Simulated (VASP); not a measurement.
A run of VASP 6.6.1 is set up as follows.

The input INCAR:

```
SYSTEM = BeTe
ALGO = Fast ; EDIFF = 1E-4
EDIFFG = -0.08 ; ENCUT = 520
GGA = PE ; IBRION = 2
ISIF = 3 ; ISMEAR = 0
LASPH = .TRUE. ; LCHARG = .FALSE.
LREAL = .FALSE. ; LWAVE = .FALSE.
NELM = 60 ; NSW = 24
PREC = Normal ; SIGMA = 0.15
```

Contents of KPOINTS:

```
k-points
0
G
  6 6 6
  0 0 0
```

File POSCAR:

```
BeTe
1.0
   -1.8326703600      1.8326703600      2.8964782900
    1.8326703600     -1.8326703600      2.8964782900
    1.8326703600      1.8326703600     -2.8964782900
Be Te
1 1
Direct
    0.5713921200      0.5713921200      0.0000000000
    0.0006089000      0.0006089000      0.0000000000
```

Potentials or basis: VASP PAW PBE potentials, release 64 (Be, Te).

Command:

```bash
$ cat potpaw_PBE.64/Be/POTCAR potpaw_PBE.64/Te/POTCAR > POTCAR
$ mpirun -np 1 vasp_std > vasp.out
```

Task: Estimate the band gap on the k mesh.

Result: None (metal or under the smearing width).

Task: What does it give for the relaxed volume?

Result: 20.44 Å³/atom.

Task: Predict the space group after relaxing (to 0.05 Å).

Result: I4mm (No. 107).

Stress tensor (GPa, compression positive):
```
0.03 0.00 0.00
0.00 0.03 0.00
0.00 0.00 0.23
```

Caveat: the k mesh is coarse (spacing up to 0.40 Å⁻¹), so the values aren't converged. Spin-orbit coupling is left out, which matters for the levels of Te.
